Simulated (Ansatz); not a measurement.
# ZnCu: stress in a strained cell

ZnCu is deformed so: xy engineering shear strain of -2 %. What stress and forces result, by LAPW, PAW and all-electron datasets made for the crystal?

Method: DFT PBE, scalar-relativistic, in Ansatz 0.2.0.

**1. The system as given**

The structure is cubic, space group Pm-3m (No. 221). The conventional cell has a = 2.945 Å, b = 2.945 Å, c = 2.945 Å, α = 90.00°, β = 90.00°, γ = 90.00°. Zn (site symmetry m-3m) has 8 Cu at 2.55 Å as nearest neighbours. Cu (site symmetry m-3m) is surrounded by 8 Zn at 2.55 Å.

Structure file:

```cif
data_structure
_symmetry_space_group_name_H-M 'Pm-3m'
_symmetry_Int_Tables_number 221
_cell_length_a 2.9450
_cell_length_b 2.9450
_cell_length_c 2.9450
_cell_angle_alpha 90.000
_cell_angle_beta 90.000
_cell_angle_gamma 90.000
_cell_volume 25.54
loop_
_atom_site_label
_atom_site_type_symbol
_atom_site_symmetry_multiplicity
_atom_site_Wyckoff_symbol
_atom_site_fract_x
_atom_site_fract_y
_atom_site_fract_z
_atom_site_occupancy
Zn1 Zn 1 b 0.50000 0.50000 0.50000 1
Cu1 Cu 1 a 0.00000 0.00000 0.00000 1
```

The file gives the conventional cell by its symmetry; the runs use the cell typed in the input.

Atoms are numbered in the order of the input: Zn1, Cu2.

**2. After the deformation**

Space group Pm-3m before, Cmmm after.

**3. All-electron LAPW**

Input file input.yaml:

```yaml
crystal:
  lattice:
    - [2.945, -0.02945, 0.0]
    - [-0.02945, 2.945, 0.0]
    - [0.0, 0.0, 2.945]
  atoms:
    - { symbol: Zn, position: [0.5, 0.5, 0.5] }
    - { symbol: Cu, position: [0.0, 0.0, 0.0] }
kpoints:
  mp_grid: { grid: [14, 14, 14] }
scf:
  occupations: { method: fermi_dirac, width: 0.08 }
hamiltonian:
  xc: pbe
  pseudopotentials: { kind: all_electron, lapw: { basis_error: 0.00025 } }
output:
  forces: true
  stress: true
  eigenvalues: true
```

**4. PAW on the default files**

Changes to input.yaml since step 3:

```diff
@@ -14,3 +14,3 @@
   xc: pbe
-  pseudopotentials: { kind: all_electron, lapw: { basis_error: 0.00025 } }
+  pseudopotentials: { kind: paw }
 output:
@@ -19 +19,2 @@
   eigenvalues: true
+  efg: { contact_densities: true }
```

**5. All-electron PAW on datasets made for the crystal**

Changes to input.yaml since step 4:

```diff
@@ -14,3 +14,3 @@
   xc: pbe
-  pseudopotentials: { kind: paw }
+  pseudopotentials: { kind: all_electron, datasets: crystal }
 output:
```

(Steps that only read results are left out.)

**Question.** What will these runs give? Wanted: pressure; largest shear or deviatoric stress.

The runs gave:

| quantity | value |
| --- | --- |
| pressure | LAPW 2.32, PAW 2.34, crystal datasets 2.34 GPa |
| largest shear or deviatoric stress (LAPW) | 1.93 GPa |

**Reading.** The largest part of the stress beyond the pressure is 1.93 GPa in size, in the xy component; the atoms are carried along and not relaxed. No run of the undeformed cell stands beside it, so the pressure holds what the given cell had before the change. PAW: stress within 0.02 GPa of LAPW. Crystal datasets: stress within 0.01 GPa of LAPW.
